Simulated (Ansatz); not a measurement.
# AlN: the cost of one run

Program: Ansatz 0.2.0. Level of theory: DFT PBEsol, scalar-relativistic, plane waves, PAW. These are calculated values, not measurements.

12 further runs of the same task are left out: 12 set aside as unsound or not needed.

### 1 The starting structure

The structure is cubic, space group F-43m (No. 216). Conventional cell: a = 4.377 Å, b = 4.377 Å, c = 4.377 Å, α = 90.00°, β = 90.00°, γ = 90.00°. Around Al (site symmetry -43m) lie 4 N at 1.90 Å. N (site symmetry -43m) is surrounded by 4 Al at 1.90 Å.

Structure file:

```cif
data_structure
_symmetry_space_group_name_H-M 'P 1'
_symmetry_Int_Tables_number 1
_cell_length_a 3.0952
_cell_length_b 3.0952
_cell_length_c 3.0952
_cell_angle_alpha 60.000
_cell_angle_beta 60.000
_cell_angle_gamma 60.000
_cell_volume 20.97
loop_
_atom_site_label
_atom_site_type_symbol
_atom_site_fract_x
_atom_site_fract_y
_atom_site_fract_z
_atom_site_occupancy
Al1 Al 0.00000 0.00000 0.00000 1
N1 N 0.75000 0.75000 0.75000 1
```

It goes back to an entry of the Materials Project, which need not be the stable form.

This cell was relaxed beforehand with the same method: volume 10.48 Å³/atom, gap on the mesh 3.19 eV.

### 2 Plan of the line

The energy is mapped over a normal mode and a strain (zone-centre modes of the cell shown).

First coordinate, amplitude of mode 4 (649 cm⁻¹), largest displacement in the unstrained cell: 11 values from −0.095 Å. Second coordinate, strain +e along z and -e/2 along x and y: 7 values from −7.00 %.

Nothing else is relaxed (the pattern is fixed in fractional coordinates). Energies count from the relaxed high-symmetry cell. Points are written as (first, second).

The modes come from a phonon run on the reference cell, made beforehand.

Displacement patterns for an amplitude of 1 (Å):

| atom | x1 | y1 | z1 |
| --- | --- | --- | --- |
| Al1 | -0.519 | 0.000 | 0.000 |
| N2 | 1.000 | 0.000 | 0.000 |

### 3 Grid point (−0.095 Å, −4.67 %)

File input.yaml:

```yaml
crystal:
  lattice:
    - [0.0, 2.0864464112, 2.2397618115]
    - [2.2397618115, 0.0, 2.2397618115]
    - [2.2397618115, 2.0864464112, 0.0]
  atoms:
    - { symbol: Al, position: [-0.0112666392, 0.0112666392, 0.0112666392] }
    - { symbol: "N", position: [0.77170281, 0.72829719, 0.72829719] }
basis:
  ecutwfc: 520.0
kpoints:
  mp_grid: { grid: [10, 10, 10] }
hamiltonian:
  xc: pbesol
  pseudopotentials: { kind: paw, azcp: { folder: soft_1 } }
scf:
  occupations: { method: gaussian, width: 0.05 }
output:
  forces: true
  stress: true
  eigenvalues: true
```

Run with:

```
$ ansatz run input.yaml --threads 1 --pin off --max-ram 2048MiB --backend cpu --events-out ev --progress --plain --runs-dir out
```

Q: Estimate wall time and peak memory on 1 thread of Intel Xeon 6975P-C (Granite Rapids), shared host.

About 3.2 s, with a peak of 0.43 GiB.
